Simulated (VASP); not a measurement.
VASP ran on this input.

### POSCAR
```
ZnTe
1
    0.0000000000     3.1110000000     3.1110000000
    3.1110000000     0.0000000000     3.1110000000
    3.1110000000     3.1110000000     0.0000000000
Zn Te
1 1
Direct
 -0.0112504018   0.0112504018   0.0273224044
  0.2500000000   0.2500000000   0.2500000000
```

### KPOINTS
```
Automatic mesh
0
Gamma
6 6 6
0 0 0
```

**INCAR**
```
SYSTEM = ZnTe
PREC = Accurate
ENCUT = 400
EDIFF = 1E-6
NELM = 100
ALGO = Normal
LREAL = .FALSE.
LASPH = .TRUE.
ISMEAR = 0
SIGMA = 0.05
GGA = PE
LMAXMIX = 4
LWAVE = .FALSE.
LCHARG = .FALSE.
ISIF = 2
IBRON = 2
NSW = 10
POTIM = 0.5
ISYM = 0
```

POTCAR, in this order: Zn Te (PBE.64 set). Program: vasp_std.

Output of the run:

File standard output:
```
...
DAV:  10    -0.514079080749E+01   -0.20611E-04   -0.74472E-05  3532   0.856E-02    0.921E-02
DAV:  11    -0.514084852234E+01   -0.57715E-04   -0.84661E-05  3012   0.687E-02    0.461E-02
DAV:  12    -0.514084928475E+01   -0.76242E-06   -0.52820E-06  3600   0.414E-02
      1 T=     0. E= -.51408470E+01 F= -.51408493E+01 E0= -.51408493E+01  EK= 0.22597E-05 SP= 0.00E+00 SK= 0.00E+00
 bond charge predicted
       N       E                     dE             d eps       ncg     rms          rms(c)
DAV:   1    -0.514086734363E+01   -0.18821E-04   -0.26473E-06  2957   0.149E-02    0.114E-02
DAV:   2    -0.514086766462E+01   -0.32099E-06   -0.12396E-07  1741   0.277E-03
      2 T=     0. E= -.51408478E+01 F= -.51408677E+01 E0= -.51408677E+01  EK= 0.19869E-04 SP= 0.00E+00 SK= 0.00E+00
 bond charge predicted
 prediction of wavefunctions
       N       E                     dE             d eps       ncg     rms          rms(c)
DAV:   1    -0.514090312242E+01   -0.35779E-04   -0.27414E-06  2832   0.148E-02    0.702E-04
DAV:   2    -0.514090312627E+01   -0.38533E-08   -0.43129E-08  1516   0.194E-03
      3 T=     0. E= -.51408482E+01 F= -.51409031E+01 E0= -.51409031E+01  EK= 0.54946E-04 SP= 0.00E+00 SK= 0.00E+00
 bond charge predicted
 prediction of wavefunctions
       N       E                     dE             d eps       ncg     rms          rms(c)
DAV:   1    -0.514095564275E+01   -0.52520E-04   -0.19899E-05  2657   0.361E-02    0.551E-04
DAV:   2    -0.514095564860E+01   -0.58508E-08   -0.73534E-08  1511   0.269E-03
      4 T=     1. E= -.51408482E+01 F= -.51409556E+01 E0= -.51409556E+01  EK= 0.10745E-03 SP= 0.00E+00 SK= 0.00E+00
 bond charge predicted
 prediction of wavefunctions
       N       E                     dE             d eps       ncg     rms          rms(c)
DAV:   1    -0.514102553191E+01   -0.69889E-04   -0.35320E-05  3087   0.481E-02    0.804E-04
DAV:   2    -0.514102553705E+01   -0.51355E-08   -0.11720E-07  1496   0.335E-03
      5 T=     1. E= -.51408482E+01 F= -.51410255E+01 E0= -.51410255E+01  EK= 0.17733E-03 SP= 0.00E+00 SK= 0.00E+00
 bond charge predicted
 prediction of wavefunctions
       N       E                     dE             d eps       ncg     rms          rms(c)
DAV:   1    -0.514111271313E+01   -0.87181E-04   -0.55066E-05  3177   0.600E-02    0.103E-03
DAV:   2    -0.514111272164E+01   -0.85079E-08   -0.18271E-07  1506   0.419E-03
      6 T=     2. E= -.51408482E+01 F= -.51411127E+01 E0= -.51411127E+01  EK= 0.26450E-03 SP= 0.00E+00 SK= 0.00E+00
 bond charge predicted
 prediction of wavefunctions
       N       E                     dE             d eps       ncg     rms          rms(c)
DAV:   1    -0.514121709834E+01   -0.10439E-03   -0.79184E-05  3237   0.720E-02    0.125E-03
DAV:   2    -0.514121711223E+01   -0.13890E-07   -0.26271E-07  1496   0.502E-03
      7 T=     3. E= -.51408482E+01 F= -.51412171E+01 E0= -.51412171E+01  EK= 0.36888E-03 SP= 0.00E+00 SK= 0.00E+00
 bond charge predicted
 prediction of wavefunctions
       N       E                     dE             d eps       ncg     rms          rms(c)
DAV:   1    -0.514133857765E+01   -0.12148E-03   -0.10762E-04  3277   0.839E-02    0.147E-03
DAV:   2    -0.514133859856E+01   -0.20911E-07   -0.35748E-07  1511   0.585E-03
      8 T=     4. E= -.51408482E+01 F= -.51413386E+01 E0= -.51413386E+01  EK= 0.49035E-03 SP= 0.00E+00 SK= 0.00E+00
 bond charge predicted
 prediction of wavefunctions
       N       E                     dE             d eps       ncg     rms          rms(c)
DAV:   1    -0.514147702341E+01   -0.13845E-03   -0.14034E-04  3247   0.958E-02    0.168E-03
DAV:   2    -0.514147705283E+01   -0.29420E-07   -0.46715E-07  1526   0.669E-03
      9 T=     5. E= -.51408483E+01 F= -.51414771E+01 E0= -.51414771E+01  EK= 0.62878E-03 SP= 0.00E+00 SK= 0.00E+00
 bond charge predicted
 prediction of wavefunctions
       N       E                     dE             d eps       ncg     rms          rms(c)
DAV:   1    -0.514163228919E+01   -0.15527E-03   -0.17732E-04  3277   0.108E-01    0.189E-03
DAV:   2    -0.514163232846E+01   -0.39264E-07   -0.59045E-07  1526   0.752E-03
     10 T=     6. E= -.51408483E+01 F= -.51416323E+01 E0= -.51416323E+01  EK= 0.78403E-03 SP= 0.00E+00 SK= 0.00E+00
 bond charge predicted
 prediction of wavefunctions
 wavefunctions rotated
```

File OUTCAR:
```
------------------------ aborting loop because EDIFF is reached ----------------------------------------
  FORCE on cell =-STRESS in cart. coord.  units (eV):
  Direction    XX          YY          ZZ          XY          YZ          ZX
  --------------------------------------------------------------------------------------
  Total       -0.2818985     -0.2311947     -0.2194881      0.0850423      0.4487202      0.1926218
  in kB       -7.5002073     -6.1511802     -5.8397124      2.2626409     11.9386754      5.1249070
  external PRESSURE =      -6.4970333 kB  Pullay stress =       0.0000000 kB
  kinetic pressure (ideal gas correction) =      0.01 kB
  total pressure  =     -6.48 kB
  Total+kin.    -7.469      -6.145      -5.839       2.276      11.941       5.130
  volume of cell :       60.22
      direct lattice vectors                 reciprocal lattice vectors
     0.000000000  3.111000000  3.111000000    -0.160720026  0.160720026  0.160720026
     3.111000000  0.000000000  3.111000000     0.160720026 -0.160720026  0.160720026
     3.111000000  3.111000000  0.000000000     0.160720026  0.160720026 -0.160720026
 POSITION                                       TOTAL-FORCE (eV/Angst)
 -----------------------------------------------------------------------------------
      0.11916      3.16063      3.11086        -0.503049     -0.216178     -0.080652
      1.55593      1.55569      1.55557         0.501940      0.216453      0.080669
 -----------------------------------------------------------------------------------
    total drift:                               -0.001110      0.000275      0.000017
  FREE ENERGIE OF THE ION-ELECTRON SYSTEM (eV)
  ---------------------------------------------------
  free  energy   TOTEN  =        -5.1416323285 eV

  energy  without entropy=       -5.1416323285  energy(sigma->0) =       -5.14163233
  ENERGY OF THE ELECTRON-ION-THERMOSTAT SYSTEM (eV)
  ---------------------------------------------------
% ion-electron   TOTEN  =        -5.141632  see above
  kinetic energy EKIN   =         0.000784
  kin. lattice  EKIN_LAT=         0.000000  (temperature    6.07 K)
  nose potential ES     =         0.000000
  nose kinetic   EPS    =         0.000000
  ---------------------------------------------------
  total energy   ETOTAL =        -5.140848 eV
```
(Selected blocks of OUTCAR.)

Q: The run ends quietly. Is anything wrong with it?

A: The cause: IBRION is misspelt, so VASP ignores the line and takes its default. The run ends without an error. Against the sound run, the energy per atom (σ→0) goes up by 0.018 eV/atom; the pressure rises by 0.32 GPa; the largest force rises by 0.556 eV/Å. To mend it, set IBRION = 2, set NSW = 40, set EDIFFG = -0.01, remove IBRON, remove POTIM, remove ISYM.

The mended run (PBE GGA, plane waves, VASP's PBE PAW potentials (set 64)) converges, and its OSZICAR ends with
```
   6 F= -.51766597E+01 E0= -.51766597E+01  d E =-.138274E-04
```

The compound is ZnTe in the zinc blende structure. The cell was not relaxed at this level, atoms are displaced from their ideal sites.
